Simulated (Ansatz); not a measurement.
Runs of Ansatz 0.2.0 on SnSe. It takes space group Fm-3m (No. 225, cubic). Conventional cell: a = 6.020 Å, b = 6.020 Å, c = 6.020 Å, α = 90.00°, β = 90.00°, γ = 90.00°. Around Sn (site symmetry m-3m) lie 6 Se at 3.01 Å. Around Se (site symmetry m-3m) lie 6 Sn at 3.01 Å. Measurements of this composition are mostly on another form, of space group No. 62.

```tsv
task	level	potentials or basis	cell	k mesh	cutoff (eV)	smearing	basis error allowed	mesh quality	gap on the mesh (eV)	pressure (GPa)
single point	PBE	all-electron LAPW, scalar-relativistic	as given	3 × 3 × 3	173	fermi-dirac 0.03 eV	0.002 eV/atom	coarse	-	-0.6
single point	PBE	all-electron PAW datasets made for the crystal	as given	4 × 4 × 4	240	fermi-dirac 0.05 eV	-	coarse	0.57	(b)
single point	HSE06	all-electron PAW datasets made for the crystal	as given	4 × 4 × 4	270	fermi-dirac 0.05 eV	-	coarse	(a)	-1.8
relaxation of cell and atoms	PBEsol+D4	all-electron LAPW, scalar-relativistic	relaxed	8 × 8 × 8	-	fermi-dirac 0.05 eV	0.001 eV/atom	not flagged	0.76	0.0
band structure	PBEsol	all-electron LAPW, scalar-relativistic	as given	8 × 8 × 8	190	fermi-dirac 0.05 eV	0.001 eV/atom	not flagged	-	-1.9
phonons	PBE	all-electron LAPW, scalar-relativistic	as given	6 × 6 × 6	207	fermi-dirac 0.05 eV	0.001 eV/atom	not flagged	0.58	-
single point	PBE	all-electron LAPW, scalar-relativistic	as given	8 × 8 × 8	190	gaussian 0.028 eV	0.001 eV/atom	not flagged	0.58	0.9
single point	PBE	all-electron LAPW, scalar-relativistic	as given	8 × 8 × 8	190	gaussian 0.025 eV	0.001 eV/atom	not flagged	0.58	0.9
Born charges	PBEsol	all-electron PAW datasets made for the crystal	as given	8 × 8 × 8	270	fixed	-	not flagged	0.65	-
single point	PBE0	all-electron PAW datasets made for the crystal	as given	4 × 4 × 4	270	fermi-dirac 0.05 eV	-	coarse	(c)	-1.8
```

Alike in all rows: no spin polarisation.

Question: Fill in the values left out.

Answer: (a) 0.49; (b) -0.4; (c) 0.92.

Caveats: some runs use coarse meshes; spin-orbit coupling is left out, which moves the levels of the heavy elements (some runs); the program warned that the printed levels may be off, so bands, gaps and densities of states are rough (some runs).

A k mesh can miss the band edges, and the runs leave out spin-orbit coupling on Se, Sn.

The runs don't all hold the same shells in valence.
